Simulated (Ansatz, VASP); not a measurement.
Cs: VASP beside Ansatz

File INCAR:

```
ALGO = Normal
EDIFF = 1E-6
ENCUT = 520
GGA = PS
ISIF = 2
ISMEAR = -1
LASPH = T
LCHARG = F
LREAL = F
LWAVE = F
NBANDS = 10
NELM = 100
PREC = Accurate
SIGMA = 0.05
```

File KPOINTS:

```
k-points
0
Gamma
  4 4 4
```

File POSCAR:

```
Cs
1.0
    0.0000000000      3.9483357400      3.9483357400
    3.9483357400      0.0000000000      3.9483357400
    3.9483357400      3.9483357400      0.0000000000
Cs
1
Direct
    0.0000000000      0.0000000000      0.0000000000
```

The input input.yaml:

```yaml
crystal:
  lattice:
    - [0.0, 3.94833574, 3.94833574]
    - [3.94833574, 0.0, 3.94833574]
    - [3.94833574, 3.94833574, 0.0]
  atoms:
    - { symbol: Cs, position: [0.0, 0.0, 0.0] }
hamiltonian:
  xc: pbesol
  pseudopotentials: { kind: paw }
kpoints:
  mp_grid: { grid: [4, 4, 4] }
scf:
  occupations: { method: fermi_dirac, width: 0.05 }
  n_extra_bands: 6
output:
  forces: true
  stress: true
  eigenvalues: true
  dos: { projected: true, de: 0.05, nscf_kmesh: { grid: [6, 6, 6] } }
  write_density: true
  write_potential: true
  elf: true
  volumetric_format: npy
```

This isn't the form of Cs at room conditions, which is bcc.

Alike in both runs: functional PBEsol; k mesh 4 × 4 × 4; occupations fermi-dirac, width 0.05 eV; no spin polarisation.

|  | VASP | Ansatz |
| --- | --- | --- |
| version | VASP 6.6.1 | Ansatz 0.2.0 |
| potentials or method | VASP PAW PBE potentials, release 64 (Cs_sv) | Ansatz PAW |
| plane-wave cutoff (eV) | 520 | 420 |
| valence electrons in the cell | 9 | 9 |
| task | single point | projected density of states |

|  | VASP | Ansatz | Ansatz less VASP |
| --- | --- | --- | --- |
| gap on the k mesh at the Fermi level (eV) | none | none | - |
| pressure (GPa) | -0.2 | -0.2 | +0.01 |

A gap of «none» marks a metal or a gap that the smearing closes. The functional is the same, so the differences come from potentials, cutoffs and numerics.

Caveats: the PAW data sets were made with another functional, which shifts forces and pressure a little (VASP); the PAW data sets come from PBE, with cores solved anew for the run's functional, which leaves a small shift of forces and pressure (Ansatz); the density of states is complete only up to the lowest level of the last band computed (Ansatz). The runs have no spin-orbit coupling, so splittings on Cs are missing.
